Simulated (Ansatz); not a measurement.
A distorted cell of CsPbI3 (cubic perovskite):

```
CELL_PARAMETERS angstrom
      6.33267     0.00000     0.00000
      0.00000     6.33267     0.00000
      0.00000     0.00000     6.33267
ATOMIC_POSITIONS crystal
  Cs 0.00000 0.00000 0.00000
  Pb 0.50000 0.50000 0.50000
  I  0.00000 0.50000 0.50000
  I  0.45842 0.50000 0.87525
  I  0.50000 0.00000 0.50000
```

All values below come from r2SCAN (plane waves to 500 eV, PAW, scalar-relativistic; Ansatz, a program for electronic structure). k mesh 4×4×4 (Γ-centred), Fermi-Dirac smearing 0.05 eV. The energy includes the smearing's −TS. Compression counts positive. On this mesh the relaxed cell isn't quite at rest: it carries a pressure of 0.1 GPa (compression positive) at the zero of the scan. CsPbI3 was relaxed with its symmetry unable to fall. Spin-orbit coupling is left out, though I and Pb are heavy. This is a high-temperature form of CsPbI3.

Problem. Predict the force on every atom, in eV/Å.

Solution. 
```tsv
atom	Fx	Fy	Fz
Cs1	-0.003	0.000	-0.015
Pb2	0.772	0.000	-7.832
I3	-0.260	0.000	-0.302
I4	-0.535	0.000	8.380
I5	0.026	0.000	-0.231
```

Problem. What is the stress tensor (GPa)?

Solution. 
```
    1.5      0.0     -0.8
    0.0      1.2      0.0
   -0.8      0.0     11.5
```
The pressure, a third of the trace, is 4.7 GPa.

Problem. In it atom 4 sits (-0.263, 0.000, -0.790) Å away from its relaxed site. What is its energy relative to the relaxed cell?

Solution. 1903 meV/cell.

(A displaced cell: forces are minus the slopes of the energy, force constants its curvatures, and phonons follow from these.)
